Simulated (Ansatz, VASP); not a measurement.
## In3Se: VASP beside Ansatz

Contents of INCAR:

```
PREC = Accurate ; ENCUT = 520
EDIFF = 1E-7 ; ISMEAR = 0
SIGMA = 0.15 ; LREAL = False
LASPH = True ; NELM = 80
ALGO = Normal ; ISIF = 2
LWAVE = False ; LCHARG = True
GGA = PE ; LELF = True
LVHAR = True ; NBANDS = 30
```

The input KPOINTS:

```
Automatic mesh
0
Gamma
  10 10 10
```

File POSCAR:

```
In3Se
1.0
    4.6467292756      0.0000000000      0.0000000000
    0.0000000000      4.6467292756      0.0000000000
    0.0000000000      0.0000000000      4.7185859139
In Se
3 1
Direct
    0.0000000000      0.5000000000      0.5000000000
    0.5000000000      0.0000000000      0.5000000000
    0.5000000000      0.5000000000      0.0000000000
    0.0000000000      0.0000000000      0.0000000000
```

Input for Ansatz:

```yaml
crystal:
  lattice:
    - [4.6467292756, 0.0, 0.0]
    - [0.0, 4.6467292756, 0.0]
    - [0.0, 0.0, 4.7185859139]
  atoms:
    - { symbol: In, position: [0.0, 0.5, 0.5] }
    - { symbol: In, position: [0.5, 0.0, 0.5] }
    - { symbol: In, position: [0.5, 0.5, 0.0] }
    - { symbol: Se, position: [0.0, 0.0, 0.0] }
basis:
  ecutwfc: 420
kpoints:
  mp_grid: { grid: [10, 10, 10] }
hamiltonian:
  xc: pbe
scf:
  occupations: { method: gaussian, width: 0.15 }
output:
  forces: true
  stress: true
  eigenvalues: true
  write_density: true
  write_potential: true
  elf: true
  volumetric_format: npy
```

Change from the starting cell: strain -0.030 along x and y, -0.015 along z, atoms carried along.

Alike in both runs: task single point; functional PBE; k mesh 10 × 10 × 10; occupations gaussian, width 0.15 eV; no spin polarisation.

|  | VASP | Ansatz |
| --- | --- | --- |
| version | VASP 6.6.1 | Ansatz 0.2.0 |
| potentials or method | VASP PAW PBE potentials, release 64 (In_d, Se) | scalar-relativistic, plane waves, PAW |
| plane-wave cutoff (eV) | 520 | 420 |
| valence electrons in the cell | 45 | 55 |

|  | VASP | Ansatz | Ansatz less VASP |
| --- | --- | --- | --- |
| gap on the k mesh at the Fermi level (eV) | none | none | - |
| pressure (GPa) | 3.0 | 3.0 | +0.01 |

A gap of «none» marks a metal or a gap that the smearing closes. With one functional, cell and mesh, what is left measures potentials, basis and numerics. The two sets of potentials don't hold the same shells in valence.
